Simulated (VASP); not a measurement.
The system is Mg.

```xyz
2
Lattice="3.2093 0.0000 0.0000 -1.6046 2.7793 0.0000 0.0000 0.0000 5.2103" Properties=species:S:1:pos:R:3 pbc="T T T"
Mg    1.6047    0.9264    3.9077
Mg    0.0000    1.8529    1.3026
```

| Quantity | Value |
| --- | --- |
| Program | VASP 6.6.1 |
| Task | relaxation of cell and atoms |
| Functional | optPBE-vdW |
| Potentials or basis | VASP PAW PBE potentials, release 64 (Mg) |
| Cutoff | 600 eV |
| k mesh | 10 × 10 × 5 |
| Occupations | fermi-dirac, width 0.05 eV |
| Spin | no spin polarisation |

At the start: pressure -0.5 GPa; volume 23.24 Å³/atom.

Task: How do energy, volume and symmetry change on relaxing?

Result: Over 6 steps the energy falls by 3.2 meV/atom and the volume is 22.93 Å³/atom (-1.3 %); space group P6_3/mmc (No. 194, to 0.05 Å).

The path:
```tsv
step	energy change (eV)	largest force (eV/Å)	pressure (GPa)	volume (Å³)
1	0.0000	0.0000	-0.47	46.47
2	-0.0031	0.0000	-0.12	46.02
3	-0.0051	0.0000	0.42	45.33
4	-0.0061	0.0000	0.26	45.55
5	-0.0061	0.0000	0.26	45.56
6	-0.0064	0.0000	0.01	45.87
```

Final structure:
```yaml
crystal:
  lattice:
    - [3.16159, 0.00000, 0.00000]
    - [-1.58079, 2.73802, 0.00000]
    - [0.00000, 0.00000, 5.29863]
  atoms:
    - { symbol: Mg, position: [0.66667, 0.33333, 0.75000] }
    - { symbol: Mg, position: [0.33333, 0.66667, 0.25000] }
```

Caveat: the PAW data sets were made with another functional, which shifts forces and pressure a little.
